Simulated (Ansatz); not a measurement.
# CoSi2: the cost of one run

Method: DFT PBE, scalar-relativistic, plane waves, PAW, in Ansatz 0.2.0.

2 further runs of the same task are left out: 2 set aside as unsound or not needed. Runs told in other sessions of the task aren't counted.

**1. The starting structure**

Symmetry: Fm-3m, No. 225, cubic system. Conventional cell: a = 5.360 Å, b = 5.360 Å, c = 5.360 Å, α = 90.00°, β = 90.00°, γ = 90.00°. Co (site symmetry m-3m) is surrounded by 8 Si at 2.32 Å. Si (site symmetry -43m) is surrounded by 4 Co at 2.32 Å.

As a file:

```
CELL_PARAMETERS angstrom
0.00000 2.67994 2.67994
2.67994 0.00000 2.67994
2.67994 2.67994 0.00000
ATOMIC_POSITIONS crystal
Co 0.00000 0.00000 0.00000
Si 0.25000 0.25000 0.25000
Si 0.75000 0.75000 0.75000
```

It is the result of an earlier relaxation at this level (volume 12.83 Å³/atom; gap on the mesh: none (metal)).

**2. Zero of energy**

The reference gives a free energy of -6399.1808 eV, pressure 0.00 GPa, largest force 0.000 eV/Å and gap on the mesh none (metal). It was computed beforehand with the settings of the runs below.

**3. Next: one atom moved over a plane**

Atom 2 (Si) is moved by p along (1.000, 0.000, 0.000) and q along (0.000, 1.000, 0.000) (Å), all else fixed; its images in the other cells move with it. Points alike by symmetry are run once.

**4. Point p = -0.450, q = -0.450**

The input, input.yaml:

```yaml
crystal:
  lattice:
    - [0.0, 2.6799390597, 2.6799390597]
    - [2.6799390597, 0.0, 2.6799390597]
    - [2.6799390597, 2.6799390597, 0.0]
  atoms:
    - { symbol: Co, position: [0.0, 0.0, 0.0] }
    - { symbol: Si, position: [0.25, 0.25, 0.0820857341] }
    - { symbol: Si, position: [0.75, 0.75, 0.75] }
basis:
  ecutwfc: 420
kpoints:
  mp_grid: { grid: [16, 16, 16] }
hamiltonian:
  xc: pbe
scf:
  occupations: { method: gaussian, width: 0.15 }
output:
  forces: true
  stress: true
  eigenvalues: true
```

Run with:

```sh
$ ansatz run input.yaml --threads 2 --pin off --max-ram 5120MiB --backend cpu --events-out ev --progress --plain --runs-dir out
```

What time and memory should one allow on 2 threads of Intel Xeon at 2.50GHz (Skylake/Cascade Lake), shared host?

About 64 s, with a peak of 1 GiB.
